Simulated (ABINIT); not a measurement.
The system is CuO.

```
Cu O
1.0
     2.87950    0.00000    0.00000
     0.03907    2.87928    0.00000
     0.01750    0.01724    5.17634
Cu O
2 2
Direct
  0.00000 0.50000 0.00000
  0.50000 0.00000 0.50000
  0.99842 0.00167 0.74989
  0.00158 0.99833 0.25011
```

The cell comes from a database or a generator and needn't be the stable form of this composition.

| Item | Value |
| --- | --- |
| Program | ABINIT 10.8.3 (patched build) |
| Task | single point |
| Functional | PBE |
| Potentials or basis | JTH PAW PBE v2.0 |
| Cutoff | 707 eV |
| k mesh | 9 × 9 × 5 |
| Occupations | fermi-dirac, width 0.05 eV |
| Spin | no spin polarisation |

On this cell: pressure 5.7 GPa; largest force 0.012 eV/Å; band gap on the k mesh none (metal or under the smearing width).

The same run follows on a disturbed copy (atoms moved at random, drawn with an rms of 0.05 Å):

```
Cu O
1.0
     2.87950    0.00000    0.00000
     0.03907    2.87928    0.00000
     0.01750    0.01724    5.17634
Cu O
2 2
Direct
  0.98699 0.50655 0.99987
  0.48639 0.00099 0.50254
  0.99593 0.99062 0.74703
  0.00004 0.99172 0.25001
```

Task: What changes?

Result: The energy (extrapolated to zero smearing) moves by +8.0 meV/atom; pressure 6.0 GPa; largest force 0.688 eV/Å; band gap on the k mesh none (metal or under the smearing width).

Forces on the atoms (eV/Å):
```
Cu   0.116 -0.678 -0.013
Cu   0.542 -0.110 -0.326
O   -0.340  0.413  0.294
O   -0.319  0.375  0.046
```

Stress tensor (GPa, compression positive):
```
 6.76  0.08 -0.10
 0.08  6.13 -0.24
-0.10 -0.24  5.07
```

Caveats: the run has no spin polarisation, though such a crystal can be magnetic; semilocal functionals often make such compounds metallic where correlation or magnetic order opens a gap, which also shifts bond lengths.
